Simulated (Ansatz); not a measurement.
# C: the cost of one run

Program: Ansatz 0.2.0. Level of theory: DFT PBE+D3(BJ), plane waves, PAW, scalar-relativistic, no spin polarisation. These are calculated values, not measurements.

## Step 1: Starting point

The cell holds 32 atoms (C32): a = 9.864 Å, b = 9.864 Å, c = 13.000 Å, α = 90.00°, β = 90.00°, γ = 120.00°.

The coordinates stand in the first input below.

## Step 2: Relaxing the start

input.yaml

```yaml
accuracy: low
crystal:
  lattice:
    - [9.864, 0.0, 0.0]
    - [-4.932, 8.542475, 0.0]
    - [0.0, 0.0, 13.0]
  atoms:
    - { symbol: C, position: [0.0, 0.0, 0.0769231] }
    - { symbol: C, position: [0.1666667, 0.0833333, 0.0769231] }
    - { symbol: C, position: [0.0, 0.25, 0.0769231] }
    - { symbol: C, position: [0.1666667, 0.3333333, 0.0769231] }
    - { symbol: C, position: [0.0, 0.5, 0.0769231] }
    - { symbol: C, position: [0.1666667, 0.5833333, 0.0769231] }
    - { symbol: C, position: [0.0, 0.75, 0.0769231] }
    - { symbol: C, position: [0.1666667, 0.8333333, 0.0769231] }
    - { symbol: C, position: [0.25, 0.0, 0.0769231] }
    - { symbol: C, position: [0.4166667, 0.0833333, 0.0769231] }
    - { symbol: C, position: [0.25, 0.25, 0.0769231] }
    - { symbol: C, position: [0.4166667, 0.3333333, 0.0769231] }
    - { symbol: C, position: [0.25, 0.5, 0.0769231] }
    - { symbol: C, position: [0.4166667, 0.5833333, 0.0769231] }
    - { symbol: C, position: [0.25, 0.75, 0.0769231] }
    - { symbol: C, position: [0.4166667, 0.8333333, 0.0769231] }
    - { symbol: C, position: [0.5, 0.0, 0.0769231] }
    - { symbol: C, position: [0.6666667, 0.0833333, 0.0769231] }
    - { symbol: C, position: [0.5, 0.25, 0.0769231] }
    - { symbol: C, position: [0.6666667, 0.3333333, 0.0769231] }
    - { symbol: C, position: [0.5, 0.5, 0.0769231] }
    - { symbol: C, position: [0.6666667, 0.5833333, 0.0769231] }
    - { symbol: C, position: [0.5, 0.75, 0.0769231] }
    - { symbol: C, position: [0.6666667, 0.8333333, 0.0769231] }
    - { symbol: C, position: [0.75, 0.0, 0.0769231] }
    - { symbol: C, position: [0.9166667, 0.0833333, 0.0769231] }
    - { symbol: C, position: [0.75, 0.25, 0.0769231] }
    - { symbol: C, position: [0.9166667, 0.3333333, 0.0769231] }
    - { symbol: C, position: [0.75, 0.5, 0.0769231] }
    - { symbol: C, position: [0.9166667, 0.5833333, 0.0769231] }
    - { symbol: C, position: [0.75, 0.75, 0.0769231] }
    - { symbol: C, position: [0.9166667, 0.8333333, 0.0769231] }
basis:
  ecutwfc: 420.0
kpoints:
  mp_grid: { grid: [2, 2, 1] }
hamiltonian:
  xc: pbe
  dispersion: d3bj
  pseudopotentials: { kind: paw, azcp: { folder: soft_1 } }
scf:
  occupations: { method: fermi_dirac, width: 0.05 }
  lower_state_search: "off"
relax:
  f_tol: 0.08
  max_steps: 25
  adjacent_minimum: "off"
```

On the command line:

```bash
ansatz run input.yaml --threads 2 --pin off --max-ram 5120MiB --backend cpu --events-out ev --progress --plain --runs-dir out
```

Q: Estimate wall time and peak memory on 2 threads of Arm Neoverse V1, shared host.

About 7.5 s, with a peak of 1.4 GiB.
